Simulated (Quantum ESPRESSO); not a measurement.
# AgCl (Chlorargyrite) (Fm-3m) in Quantum ESPRESSO: a series of runs, part 2 of 2

Quantum ESPRESSO 7.5. The steps go on from the part before.

## (4) Against experiment

Step 2. Against the measured high-frequency dielectric constant of AgCl, 3.92 (a printed reference work, monograph), the calculated 5.16 is off by +31.6 %. So large a miss can be the level of theory's own, or it may mean another phase, state or a wrong row.

Step 3. Measured high-frequency dielectric constant of AgCl: 3.92 (a printed reference work, monograph). This calculation gives 5.37 (+37.0 %). So large a miss can be the level of theory's own, or it may mean another phase, state or a wrong row.
